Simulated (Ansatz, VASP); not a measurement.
Two plane-wave programs on Rh

Contents of INCAR:

```
SYSTEM = Rh
  PREC = Accurate
  ENCUT = 520
  EDIFF = 1E-7
  ISMEAR = 1
  SIGMA = 0.02
  LREAL = .FALSE.
  LASPH = .TRUE.
  NELM = 80
  ALGO = Fast
  ISIF = 2
  LWAVE = .FALSE.
  LCHARG = .FALSE.
  GGA = PE
  NBANDS = 14
```

File KPOINTS:

```
Automatic mesh
0
G
  22 22 22
  0 0 0
```

The input POSCAR:

```
Rh
1.0
    0.0000000000      1.8540112500      1.9015500000
    1.8540112500      0.0000000000      1.9015500000
    1.8540112500      1.8540112500      0.0000000000
Rh
1
Direct
    0.0000000000      0.0000000000      0.0000000000
```

Input for Ansatz:

```yaml
crystal:
  lattice:
    - [0.0, 1.85401125, 1.90155]
    - [1.85401125, 0.0, 1.90155]
    - [1.85401125, 1.85401125, 0.0]
  atoms:
    - { symbol: Rh, position: [0.0, 0.0, 0.0] }
basis:
  ecutwfc: 420
kpoints:
  mp_grid: { grid: [22, 22, 22] }
hamiltonian:
  xc: pbe
scf:
  occupations: { method: cold, width: 0.02 }
output:
  forces: true
  stress: true
  eigenvalues: true
```

Change from the starting cell: strain -0.025 along x and y, +0.000 along z, atoms carried along.

Alike in both runs: task single point; functional PBE; k mesh 22 × 22 × 22; no spin polarisation.

```csv
,VASP,Ansatz
version,VASP 6.6.1,Ansatz 0.2.0
potentials or method,"VASP PAW PBE potentials, release 64 (Rh_pv)","scalar-relativistic, plane waves, PAW"
plane-wave cutoff (eV),520,420
occupations,"methfessel-paxton of order 1, width 0.02 eV","cold, width 0.02 eV"
valence electrons in the cell,15,17
```

```tsv
	VASP	Ansatz	Ansatz less VASP
gap on the k mesh at the Fermi level (eV)	none	none	-
pressure (GPa)	22.3	22.3	-0.06
largest component of the traceless stress (GPa)	4.69	4.70	+0.009
```

A gap of «none» marks a metal or a gap that the smearing closes. The two sets of potentials don't hold the same shells in valence.

Caveats: so large a pressure means that the cell lies far from this level's equilibrium, or that cutoff or potentials fall short (VASP).
